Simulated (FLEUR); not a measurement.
# Pd (Im-3m) in FLEUR: a series of runs

One crystal, Pd, is run at these levels: PBEsol; tasks: single point.

All numbers are computed with FLEUR MaX-R8.1 (later development tree); they aren't measurements. Logs are shortened: lines on timing, memory, paths and dates and some standing lists are left out, and cuts for length are marked.

### Step 1. The crystal as given

Symmetry: Im-3m, No. 229, cubic system. Conventional cell: a = 3.145 Å, b = 3.145 Å, c = 3.145 Å, α = 90.00°, β = 90.00°, γ = 90.00°. Pd (site symmetry m-3m) has 8 Pd at 2.72 Å as nearest neighbours.

This isn't the form of Pd at room conditions, which is fcc.

### Step 2. Single point, PBEsol

inp.xml

```xml
<?xml version="1.0" encoding="UTF-8" standalone="no"?>
<fleurInput fleurInputVersion="0.39">
   <comment>
      Pd                                                                                                  
   </comment>
   <calculationSetup>
      <cutoffs Kmax="4.21" Gmax="13.0" GmaxXC="13.0" numbands="0"/>
      <scfLoop itmax="60" minDistance="0.00001" maxIterBroyd="15" imix="Anderson" alpha="0.05" precondParam="0.0" spinf="2.0" sdNocoIR="T"/>
      <coreElectrons ctail="T" frcor="F" kcrel="0" coretail_lmax="0"/>
      <xcFunctional name="PBEs" relativisticCorrections="F"/>
      <magnetism jspins="1"/>
      <soc l_soc="F" theta="0.0" phi="0.0" spav="F"/>
      <expertModes spex="0" secvar="F"/>
      <geometryOptimization l_f="T" forcealpha="1.0" forcemix="BFGS" epsdisp="0.0005" epsforce="0.0002"/>
      <ldaU l_linMix="F" mixParam="0.05" spinf="1.0"/>
   </calculationSetup>
   <cell>
      <bzIntegration valenceElectrons="18.0" mode="hist" fermiSmearingEnergy="0.00183747">
         <kPointListSelection listName="default-1"/>
         <!-- k-points included here -->
         <xi:include xmlns:xi="http://www.w3.org/2001/XInclude" href="kpts.xml"> </xi:include>
      </bzIntegration>
      <!-- symmetry operations included here -->
      <xi:include xmlns:xi="http://www.w3.org/2001/XInclude" href="sym.xml"> </xi:include>
      <bulkLattice scale="1.0">
         <bravaisMatrix>
            <row-1>   -2.9711804809122127     2.9711804809122127     2.9711804809122127</row-1>
            <row-2>    2.9711804809122127    -2.9711804809122127     2.9711804809122127</row-2>
            <row-3>    2.9711804809122127     2.9711804809122127    -2.9711804809122127</row-3>
         </bravaisMatrix>
      </bulkLattice>
   </cell>
   <atomSpecies>
      <species name="Palladium (Pd)" element="Pd" atomicNumber="46">
         <mtSphere radius="2.33" gridPoints="787" logIncrement="0.016"/>
         <atomicCutoffs lmax="10" lnonsphr="10"/>
         <electronConfig flipSpins="F">
            <coreConfig>(1s1/2) (2s1/2) (2p1/2) (2p3/2) (3s1/2) (3p1/2) (3p3/2) (3d3/2) (3d5/2)</coreConfig>
            <valenceConfig>(4s1/2) (4p1/2) (4p3/2) (5s1/2) (4d3/2) (4d5/2)</valenceConfig>
            <stateOccupation state="(5s1/2)" spinUp="0.500000" spinDown="0.500000"/>
            <stateOccupation state="(4d3/2)" spinUp="1.800000" spinDown="1.800000"/>
            <stateOccupation state="(4d5/2)" spinUp="2.700000" spinDown="2.700000"/>
         </electronConfig>
         <energyParameters s="5" p="5" d="4" f="4"/>
         <lo type="SCLO" l="0" n="4" eDeriv="0"/>
         <lo type="SCLO" l="1" n="4" eDeriv="0"/>
         <lo type="SCLO" l="1" n="4" eDeriv="1"/>
         <lo type="SCLO" l="2" n="4" eDeriv="2"/>
         <lo type="SCLO" l="3" n="4" eDeriv="2"/>
      </species>
   </atomSpecies>
   <atomGroups>
      <atomGroup species="Palladium (Pd)">
         <relPos label="                   1">.0000000000 .0000000000 .0000000000</relPos>
         <force calculate="T" relaxXYZ="TTT"/>
      </atomGroup>
   </atomGroups>
   <output dos="F" band="F" slice="F">
      <checks vchk="F" cdinf="F"/>
      <bandDOS minEnergy="-.5*Htr" maxEnergy="0.5*Htr" sigma="0.015" storeEVData="T"/>
      <vacuumDOS vacdos="F" integ="F" star="F" nstars="0" locx1="0.0" locy1="0.0" locx2="0.0" locy2="0.0" nstm="0" tworkf="0.0"/>
      <unfoldingBand unfoldBand="F" supercellX="1" supercellY="1" supercellZ="1"/>
      <plotting iplot="0" polar="F">
         <plot TwoD="T" vec1="  1.0  0.0  0.0" vec2="  0.0  1.0  0.0" vec3="  0.0  0.0  1.0" zero="  0.0  0.0  0.0" file="plot"/>
      </plotting>
      <chargeDensitySlicing numkpt="0" minEigenval="0.0" maxEigenval="0.0" nnne="0" pallst="F"/>
      <specialOutput eonly="F"/>
      <moessbauerParams electricFieldGradient="T" isomerShift="T" coreHyperfine="T" valenceHyperfine="T"/>
      <magneticCircularDichroism mcd="F" energyLo="-10.0" energyUp="0.0"/>
   </output>
  <!-- We include the file relax.xml here to enable relaxations (see documentation) -->
  <xi:include xmlns:xi="http://www.w3.org/2001/XInclude" href="relax.xml"> <xi:fallback/> </xi:include>
</fleurInput>
```

crystal.txt

```
Pd
&input cartesian=F /
-1.5722810000  1.5722810000  1.5722810000
1.5722810000  -1.5722810000  1.5722810000
1.5722810000  1.5722810000  -1.5722810000
1.8897261246
1.0 1.0 1.0

1
46 0.0000000000  0.0000000000  0.0000000000

&kpt div1=12 div2=12 div3=12 gamma=T /
```

Potentials or basis: all-electron, FLAPW.

Launch:

```
> inpgen -f crystal.txt -profile fastHighL
> # inp.xml edited to the form shown
> fleur_MPI
```

Output:

```text
Welcome to FLEUR        (www.flapw.de)
      MaX-Release 8.1          (www.max-centre.eu)

 ========== k-point set info ==========
 Selected k-point list: default-1
 k-point list type: mesh
 12 x 12 x 12
 Number of k points: 72

 ------------Calculation Setup---------------------------
 Number of MPI-tasks      :            1
 Number of PE/node        :            1
 Number of OMP-threads    :            1
 Most efficient MPI parallelization for:
           1           2           3           4           6           8           9          12          18          24          36          72
 Additional eigenvalue parallelization possible
 Number of basis functions:          175
 Approximate size of matrices (H+S) per k-point:         0.000 GB
 --------------------------------------------------------
 Iteration:     1   Distance:      14.08971466 me/bohr^3
 Iteration:     2   Distance:      12.18263103 me/bohr^3
 Iteration:     3   Distance:       4.70914017 me/bohr^3
 Iteration:     4   Distance:       3.85247053 me/bohr^3
 Iteration:     5   Distance:       2.39936235 me/bohr^3
 Iteration:     6   Distance:       1.59745055 me/bohr^3
 Iteration:     7   Distance:       0.17154654 me/bohr^3
 Iteration:     8   Distance:       0.00695061 me/bohr^3
 Iteration:     9   Distance:       0.00763054 me/bohr^3
 Iteration:    10   Distance:       0.00108689 me/bohr^3
 Iteration:    11   Distance:       0.00109416 me/bohr^3
 Iteration:    12   Distance:       0.00005847 me/bohr^3
 Iteration:    13   Distance:       0.00000251 me/bohr^3

 ********************************************************************
 Run finished successfully
 Stop message:
   Structural relaxation: Done
 ********************************************************************
```

out.xml (last iteration):

```text
<iteration numberForCurrentRun="   14" overallNumber="   14">
         <energyParameters units="Htr">
            <atomicEP atomType="1" spin="1" branch="5s" branchLowest="-2.68" branchHighest="2.17" value="0.2771413908"/>
            <atomicEP atomType="1" spin="1" branch="5p" branchLowest="-1.40" branchHighest="2.91" value="0.4103018399"/>
            <atomicEP atomType="1" spin="1" branch="4d" branchLowest="-11.53" branchHighest="0.54" value="0.3031947718"/>
            <atomicEP atomType="1" spin="1" branch="4f" branchLowest="-9.99" branchHighest="2.55" value="0.7058900506"/>
            <loAtomicEP atomType="1" spin="1" branch="4s" branchLowest="-22.91" branchHighest="-2.68" value="-2.6955198207"/>
            <loAtomicEP atomType="1" spin="1" branch="4p" branchLowest="-18.51" branchHighest="-1.40" value="-1.4411597839"/>
            <loAtomicEP atomType="1" spin="1" branch="4p" branchLowest="-18.51" branchHighest="-1.40" value="-1.4411597839"/>
            <loAtomicEP atomType="1" spin="1" branch="4d" branchLowest="-11.53" branchHighest="0.54" value="0.2980361816"/>
            <loAtomicEP atomType="1" spin="1" branch="4f" branchLowest="-9.99" branchHighest="2.55" value="0.7058924260"/>
         </energyParameters>
         <eigenvalues>
            <eigenvaluesAt spin="1" ikpt="1" k_x="0.00000000" k_y="0.00000000" k_z="0.00000000">
                      -2.6971767029       -1.4311013569       -1.4311013569       -1.4311013569        0.1332195081
                       0.2837663289        0.2837663289        0.2837663289        0.3526592217        0.3526592217
                       1.0823667640        1.0823667640        1.0823667640        1.3824683984        1.3824683984
            </eigenvaluesAt>
            <eigenvaluesAt spin="1" ikpt="2" k_x="0.00000000" k_y="0.00000000" k_z="0.08333333">
                      -2.6970610946       -1.4319814159       -1.4314066985       -1.4310981370        0.1425422823
                       0.2807140181        0.2838819104        0.2902627270        0.3491949344        0.3528704541
                       1.0749619754        1.0829932037        1.0931240401        1.3092018195        1.3339731341
            </eigenvaluesAt>
            <eigenvaluesAt spin="1" ikpt="3" k_x="0.00000000" k_y="0.00000000" k_z="0.16666667">
                      -2.6967441836       -1.4343705480       -1.4322390443       -1.4310848280        0.1680084746
                       0.2726253288        0.2843236897        0.3088747107        0.3430373602        0.3537118051
                       1.0308536221        1.0686056535        1.1228047132        1.2684919225        1.2729526733
            </eigenvaluesAt>
            <eigenvaluesAt spin="1" ikpt="4" k_x="0.00000000" k_y="0.00000000" k_z="0.25000000">
                      -2.6963103509       -1.4376078946       -1.4333712409       -1.4310661421        0.1975477328
                       0.2621197649        0.2931972509        0.3367563446        0.3413999742        0.3553774998
                       0.9339064055        1.0246555557        1.1640165608        1.1869604406        1.2603714198
            </eigenvaluesAt>
         </eigenvalues>
         <bandgap value="0.0038453703" units="eV"/>
         <sumValenceSingleParticleEnergies value="-11.0461320295" units="Htr"/>
         <FermiEnergy value="0.3840450740" units="Htr"/>
         <valenceDensity>
            <mtCharges spin="1">
               <mtCharge atomType="1" total="16.3129052" s="2.2779257" p="6.1667943" d="7.8392807" f="0.0230539"/>
            </mtCharges>
            <spinDependentCharge spin="1" total="18.0000000" interstitial="1.6870948" mtSpheres="16.3129052"/>
            <totalCharge value="18.0000000000"/>
         </valenceDensity>
         <coreStates atomType="     1" atomicNumber=" 46" spin="1" kinEnergy="   5094.4129487549" eigValSum="  -2998.6769908047" lostElectrons=" 0.000000">
            <state n="1" l="0" j="0.5" energy="-886.6672161254" weight="1.0000000000"/>
            <state n="2" l="0" j="0.5" energy="-129.0730692172" weight="1.0000000000"/>
            <state n="2" l="1" j="0.5" energy="-119.7109323014" weight="1.0000000000"/>
            <state n="2" l="1" j="1.5" energy="-113.8582070056" weight="2.0000000000"/>
            <state n="3" l="0" j="0.5" energy="-22.9125945200" weight="1.0000000000"/>
            <state n="3" l="1" j="0.5" energy="-19.2180453200" weight="1.0000000000"/>
            <state n="3" l="1" j="1.5" energy="-18.1976828755" weight="2.0000000000"/>
            <state n="3" l="2" j="1.5" energy="-11.6511067949" weight="2.0000000000"/>
            <state n="3" l="2" j="2.5" energy="-11.4475481887" weight="3.0000000000"/>
         </coreStates>
         <allElectronCharges>
            <spinDependentCharge spin="1" total="46.0000000" interstitial="1.6870949" mtSpheres="44.3129051"/>
            <totalCharge value="45.9999999992"/>
         </allElectronCharges>
         <moessbauerParams unitsHFF="kG" unitsIS="e/bohr^3" unitsEFG="Htr/bohr^2">
            <coreIsomerShift atomType="1" isTotal="134099.58654">
               <shell n="1" l="0" isomerShift="117893.92259"/>
               <shell n="2" l="0" isomerShift="13385.03296"/>
               <shell n="2" l="1" isomerShift="266.55542"/>
               <shell n="3" l="0" isomerShift="2500.82452"/>
               <shell n="3" l="1" isomerShift="53.25104"/>
               <shell n="3" l="2" isomerShift="0.00001"/>
            </coreIsomerShift>
            <isomerShift atomType="1" nucleusRadius="0.0001119" averageDensity="134583.50532"/>
            <electricFieldGradient atomType="1" VXX="0.00000" VYY="0.00000" VZZ="0.00000" asymParam="0.00000">
            </electricFieldGradient>
         </moessbauerParams>
         <totalEnergy                                    value="    -5044.6130151837" units="Htr">
            <sumOfEigenvalues                            value="    -3009.7231228341">
               <coreElectrons value="-2998.6769908047"/>
               <valenceElectrons value="-11.0461320295"/>
            </sumOfEigenvalues>
            <densityCoulombPotentialIntegral value="-8091.5409291502"/>
            <densityEffectivePotentialIntegral value="-8277.7912251289"/>
            <chargeDenXCDenIntegral value="-141.7126456433"/>
            <FockExchangeEnergyValence value="0.0000000000"/>
            <FockExchangeEnergyCore value="0.0000000000"/>
            <atomTypeDependentContributions atomType="1">
               <electronNucleiInteractionDifferentMTs value="6099.6918441893"/>
               <MadelungTerm value="-25.5061630708"/>
            </atomTypeDependentContributions>
            <tkbTimesEntropy value="0.0003812789"/>
            <freeEnergy value="-5044.6133964626"/>
            <extrapolationTo0K value="-5044.6132058231"/>
         </totalEnergy>
         <totalForcesOnRepresentativeAtoms units="Htr/bohr">
            <forceTotal atomType="1" x="0.000000" y="0.000000" z="0.000000" F_x="0.00000000" F_y="0.00000000" F_z="0.00000000"/>
         </totalForcesOnRepresentativeAtoms>
      </iteration>
```

Run time: 31 s. Hardware: 1 thread of Arm Neoverse V1, shared host; peak memory 0.06 GiB.

Results:

- Free energy: -137270.9236 eV
- Band gap on the k mesh: none (metal or under the smearing width)
- Valence electrons inside the program's atomic spheres: Pd 16.31 (radii Pd 2.33 bohr)

Levels at points of the mesh, in eV from the Fermi level:
```
           k point  band 7  band 8  band 9  band 10  band 11  band 12
(0.00, 0.00, 0.00)   -2.73   -2.73   -0.85    -0.85    19.00    19.00
(0.00, 0.00, 0.50)   -0.93   -0.64    0.58     1.41     7.49    14.87
(0.50, 0.50, 0.50)    0.22    0.22    0.22     8.96     8.96     8.96
```

Core levels (eV from the Fermi level):
```
atom                                                                                                                             levels
1 Pd  1s1/2 -24137.9, 2s1/2 -3522.7, 2p1/2 -3268.0, 2p3/2 -3108.7, 3s1/2 -633.9, 3p1/2 -533.4, 3p3/2 -505.6, 3d3/2 -327.5, 3d5/2 -322.0
```

### Step 3. Single point, PBEsol (cell strained at random at fixed volume)

inp.xml, as its differences from that of step 2:

```diff
@@ -26,5 +26,5 @@
          <bravaisMatrix>
-            <row-1>   -2.9711804809122127     2.9711804809122127     2.9711804809122127</row-1>
-            <row-2>    2.9711804809122127    -2.9711804809122127     2.9711804809122127</row-2>
-            <row-3>    2.9711804809122127     2.9711804809122127    -2.9711804809122127</row-3>
+            <row-1>   -3.0220065547594541     2.9274125341403519     3.0773282870571190</row-1>
+            <row-2>    3.0291667270455633    -2.8507274480040836     3.0078052629330849</row-2>
+            <row-3>    2.9818083006369624     2.8105310836077173    -3.0006450906469757</row-3>
          </bravaisMatrix>
@@ -34,4 +34,4 @@
       <species name="Palladium (Pd)" element="Pd" atomicNumber="46">
-         <mtSphere radius="2.33" gridPoints="787" logIncrement="0.016"/>
-         <atomicCutoffs lmax="10" lnonsphr="10"/>
+         <mtSphere radius="2.33" gridPoints="777" logIncrement="0.016"/>
+         <atomicCutoffs lmax="9" lnonsphr="9"/>
          <electronConfig flipSpins="F">
```

crystal.txt

```
Pd
&input cartesian=F /
-1.5991770000  1.5491200000  1.6284520000
1.6029660000  -1.5085400000  1.5916620000
1.5779050000  1.4872690000  -1.5878730000
1.8897261246
1.0 1.0 1.0

1
46 0.0129120000  -0.0010450000  -0.0121700000

&kpt div1=12 div2=12 div3=12 gamma=T /
```

Potentials or basis: all-electron, FLAPW.

Launch:

```
> inpgen -f crystal.txt -profile fastHighL
> # inp.xml edited to the form shown
> fleur_MPI
```

Wall time 6.3 min (1 thread of Arm Neoverse V1, shared host); peak memory 0.09 GiB.

Results (log left out):

```
Free energy                                           : -137270.9234 eV
Band gap on the k mesh                                : none (metal or under the smearing width)
Valence electrons inside the program's atomic spheres : Pd 16.31 (radii Pd 2.33 bohr)
```

Levels at points of the mesh, in eV from the Fermi level:
```csv
k point,band 7,band 8,band 9,band 10,band 11,band 12
"(0.00, 0.00, 0.00)",-2.63,-2.51,-1.09,-0.66,18.52,18.78
"(0.00, 0.00, 0.50)",-0.89,-0.50,0.63,1.69,7.91,14.45
"(0.00, 0.50, 0.00)",-1.22,-0.74,0.52,1.17,7.10,15.28
"(0.00, 0.50, 0.50)",-1.04,-0.54,0.64,1.69,7.93,14.56
"(0.50, 0.00, 0.00)",-0.89,-0.41,0.50,1.32,7.33,14.89
"(0.50, 0.00, 0.50)",-1.23,-0.76,0.53,1.20,7.17,15.33
"(0.50, 0.50, 0.00)",-0.81,-0.43,0.55,1.49,7.60,14.61
"(0.50, 0.50, 0.50)",0.09,0.18,0.38,8.26,8.61,10.07
```

Core levels (eV from the Fermi level):
```csv
atom,levels
1 Pd,"1s1/2 -24137.9, 2s1/2 -3522.7, 2p1/2 -3268.0, 2p3/2 -3108.7, 3s1/2 -633.9, 3p1/2 -533.4, 3p3/2 -505.6, 3d3/2 -327.5, 3d5/2 -322.0"
```
